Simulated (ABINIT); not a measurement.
Mn: single point with PBE

Mn:

```
Mn
1.0
     2.48365    0.00000    0.00000
    -1.24182    2.15090    0.00000
     0.00000    0.00000    4.02620
Mn
2
Direct
  0.33333 0.66667 0.25000
  0.66667 0.33333 0.75000
```

This isn't the form of Mn at room conditions, which is a 58-atom cubic cell.

* Program: ABINIT 10.8.3 (patched build)
* Task: single point
* Functional: PBE
* Potentials or basis: JTH PAW PBE v2.0
* Cutoff: 707 eV
* k mesh: 12 × 12 × 7
* Occupations: fermi-dirac, width 0.05 eV
* Spin: no spin polarisation
* Fine-grid cutoff: 1306.15 eV

- Pressure: 0.0 GPa
- Band gap on the k mesh: none (metal or under the smearing width)
- Valence electrons inside the program's atomic spheres: Mn 13.40 (radii [1.1176] Å)

Stress tensor (GPa, compression positive):
```
 0.03  0.00  0.00
 0.00  0.03  0.00
 0.00  0.00 -0.19
```

Levels at points of the mesh, in eV from the Fermi level:
| k point | band 11 | band 12 | band 13 | band 14 | band 15 | band 16 | band 17 | band 18 | band 19 |
| --- | --- | --- | --- | --- | --- | --- | --- | --- | --- |
| (0.00, 0.00, 0.00) | -0.97 | -0.94 | -0.94 | -0.47 | -0.47 | 0.07 | 0.07 | 0.67 | 1.62 |
| (0.50, 0.00, 0.00) | -3.68 | -1.36 | -1.14 | -0.93 | -0.42 | 1.84 | 1.97 | 2.05 | 3.58 |

Wall time 43 s on 1 thread of Arm Neoverse V1, on a shared host, peak memory 0.14 GiB.

Caveat: the run has no spin polarisation, though such a crystal can be magnetic. Spin polarisation is off, so any magnetic state and its effect on volume and gap are missing.
